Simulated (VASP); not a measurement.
# Si (P6_3/mmc) in VASP: further runs, part 2 of 2

VASP 6.6.1.

**3. Relaxation of cell and atoms, LDA**

This run uses another cell than the first one, of 19.70 Å³/atom, 0.979 times its volume.

INCAR

```
SYSTEM = Si
  PREC = Accurate
  ENCUT = 600
  EDIFF = 1E-7
  ISMEAR = 0
  SIGMA = 0.03
  LREAL = .FALSE.
  LASPH = .TRUE.
  NELM = 80
  ALGO = Normal
  ISIF = 3
  LWAVE = .FALSE.
  LCHARG = .FALSE.
  IBRION = 2
  NSW = 90
  EDIFFG = -0.005
```

KPOINTS

```
Automatic mesh
0
G
  9 9 4
  0 0 0
```

POSCAR

```
Si                                      
1.0
    3.8035387287      0.0000000000      0.0000000000
   -1.9017693644      3.2939611634      0.0000000000
    0.0000000000      0.0000000000      6.2883996169
  Si            
     4
Direct
     0.3333333300000021    0.6666666699999979    0.0629445837344414
     0.6666666699999979    0.3333333300000021    0.5629445837344413
     0.3333333300000021    0.6666666699999979    0.4370554162655587
     0.6666666699999979    0.3333333300000021    0.9370554162655587
```

Potentials or basis: VASP PAW LDA potentials, release 64 (Si).

The run is started by

```
cat potpaw_LDA.64/Si/POTCAR > POTCAR
mpirun -np 1 vasp_std > vasp.out
```

OUTCAR:

```text
SYSTEM = Si
   PREC = Accurate
   ENCUT = 600
   EDIFF = 1E-7
   ISMEAR = 0
   LREAL = .FALSE.
   LASPH = .TRUE.
   NELM = 80
   ISIF = 3
   IBRION = 2
   NSW = 90
   EDIFFG = -0.005

 ion  position               nearest neighbor table
   1  0.333  0.667  0.063-   4 2.33   4 2.33   4 2.33   3 2.35
   2  0.667  0.333  0.563-   3 2.33   3 2.33   3 2.33   4 2.35
   3  0.333  0.667  0.437-   2 2.33   2 2.33   2 2.33   1 2.35
   4  0.667  0.333  0.937-   1 2.33   1 2.33   1 2.33   2 2.35

  LATTYP: Found a hexagonal cell.
 ALAT       =     3.8035387287
 C/A-ratio  =     1.6533023759

  Lattice vectors:

 A1 = (   3.8035387287,   0.0000000000,   0.0000000000)
 A2 = (  -1.9017693644,   3.2939611634,   0.0000000000)
 A3 = (   0.0000000000,   0.0000000000,   6.2883996169)

Analysis of symmetry for initial positions (statically):
=====================================================================
 Subroutine PRICEL returns:
 Original cell was already a primitive cell.

 Routine SETGRP: Setting up the symmetry group for a
 hexagonal supercell.

 Subroutine GETGRP returns: Found 24 space group operations
 (whereof 12 operations were pure point group operations)
 out of a pool of 24 trial point group operations.

The static configuration has the point symmetry D_3d.
 The point group associated with its full space group is D_6h.

Analysis of symmetry for dynamics (positions and initial velocities):
=====================================================================
 Subroutine PRICEL returns:
 Original cell was already a primitive cell.

 Routine SETGRP: Setting up the symmetry group for a
 hexagonal supercell.

 Subroutine GETGRP returns: Found 24 space group operations
 (whereof 12 operations were pure point group operations)
 out of a pool of 24 trial point group operations.

The dynamic configuration has the point symmetry D_3d.
 The point group associated with its full space group is D_6h.

 Subroutine INISYM returns: Found 24 space group operations
[... 188 lines left out ...]

 number of electron      15.9999999 magnetization

 Free energy of the ion-electron system (eV)
  ---------------------------------------------------
  ext. energy  EPLUGINS =         0.00000000
  ---------------------------------------------------
  free energy    TOTEN  =       -23.80013922 eV

  energy without entropy =      -23.80013922  energy(sigma->0) =      -23.80013922

 E-fermi :   6.3720     XC(G=0):  -9.6633

 val. band max:        6.2014289133   @ k =   0.0000   0.0000   0.0000
 cond. band min:       6.5099509935   @ k =   0.4444   0.0000   0.0000
 fundamental gap:      0.3085220802
 Fermi energy:         6.3720020974

 k-point     1 :       0.0000    0.0000    0.0000
  band No.  band energies     occupation
      1      -6.1465      2.00000
      2      -3.8044      2.00000
      3      -1.1477      2.00000
      4       4.6554      2.00000
      5       4.6554      2.00000
      6       5.8371      2.00000
      7       6.2014      2.00000
      8       6.2014      2.00000
      9       7.1892      0.00000
     10       8.1504      0.00000
     11       8.1504      0.00000
     12       8.5115      0.00000
[... 331 lines left out ...]
 k-point    24 :       0.3333    0.3333    0.2500
  band No.  band energies     occupation
      1      -2.7977      2.00000
      2      -2.7977      2.00000
      3      -0.8790      2.00000
      4      -0.8790      2.00000
      5       1.0468      2.00000
      6       2.3261      2.00000
      7       3.2857      2.00000
      8       3.2857      2.00000
      9       7.7118      0.00000
     10       9.0824      0.00000
     11       9.0824      0.00000
     12      11.4525      0.00000

 [... further k-points ...]

------------------------ aborting loop because EDIFF is reached ----------------------------------------

  FORCE on cell =-STRESS in cart. coord.  units (eV):
  Direction    XX          YY          ZZ          XY          YZ          ZX
  --------------------------------------------------------------------------------------
  -------------------------------------------------------------------------------------
  Total       -0.0090902     -0.0090902      0.0180548      0.0000000     -0.0000000     -0.0000000
  in kB       -0.1848688     -0.1848688      0.3671816      0.0000000     -0.0000000     -0.0000000
  external PRESSURE =      -0.0008520 kB  Pullay stress =       0.0000000 kB

 VOLUME and BASIS-vectors are now :
 -----------------------------------------------------------------------------
  energy-cutoff  :      600.00
  volume of cell :       78.78
      direct lattice vectors                 reciprocal lattice vectors
     3.803527694  0.000000000  0.000000000     0.262913821  0.151793365 -0.000000000
    -1.901763847  3.293951607  0.000000000    -0.000000000  0.303586731  0.000000000
     0.000000000  0.000000000  6.288070893     0.000000000  0.000000000  0.159031286

 POSITION                                       TOTAL-FORCE (eV/Angst)
 -----------------------------------------------------------------------------------
     -0.00000      2.19597      0.39617        -0.000000     -0.000000     -0.002728
      1.90176      1.09798      3.54021        -0.000000     -0.000000     -0.002728
     -0.00000      2.19597      2.74786         0.000000      0.000000      0.002728
      1.90176      1.09798      5.89190         0.000000      0.000000      0.002728
 -----------------------------------------------------------------------------------
    total drift:                               -0.000001      0.000001     -0.000000

  FREE ENERGIE OF THE ION-ELECTRON SYSTEM (eV)
  ---------------------------------------------------
  free  energy   TOTEN  =       -23.8001392173 eV

  energy  without entropy=      -23.8001392173  energy(sigma->0) =      -23.80013922

 reached required accuracy - stopping structural energy minimisation
```

Run time: 41 s. Hardware: 1 thread of Intel Xeon Platinum 8259CL at 2.50GHz (Skylake/Cascade Lake), shared host; peak memory 0.17 GiB.

Results:

- Free energy: -23.8001 eV
- Energy gained by relaxing: 0.0 meV/atom
- Ionic steps: 2
- Pressure after relaxing: 0.0 GPa
- Band gap on the k mesh: 0.31 eV, indirect (least direct gap 0.99 eV)

Forces on the atoms (eV/Å):
```
Si   0.000  0.000 -0.003
Si   0.000  0.000 -0.003
Si   0.000  0.000  0.003
Si   0.000  0.000  0.003
```

Final structure:
```
Si
1.0
     3.80353    0.00000    0.00000
    -1.90176    3.29395    0.00000
     0.00000    0.00000    6.28807
Si
4
Cartesian
  0.0000 2.1960 0.3962
  1.9018 1.0980 3.5402
  0.0000 2.1960 2.7479
  1.9018 1.0980 5.8919
```

Levels at points of the mesh, in eV from the valence-band top:
```
           k point  band 6  band 7  band 8  band 9  band 10  band 11
(0.00, 0.00, 0.00)   -0.36    0.00    0.00    0.99     1.95     1.95
(0.00, 0.00, 0.50)   -0.95   -0.95   -0.95    1.77     1.77     2.93
```

Caveat: an odd mesh through Γ misses points on the zone boundary, where band edges often lie.
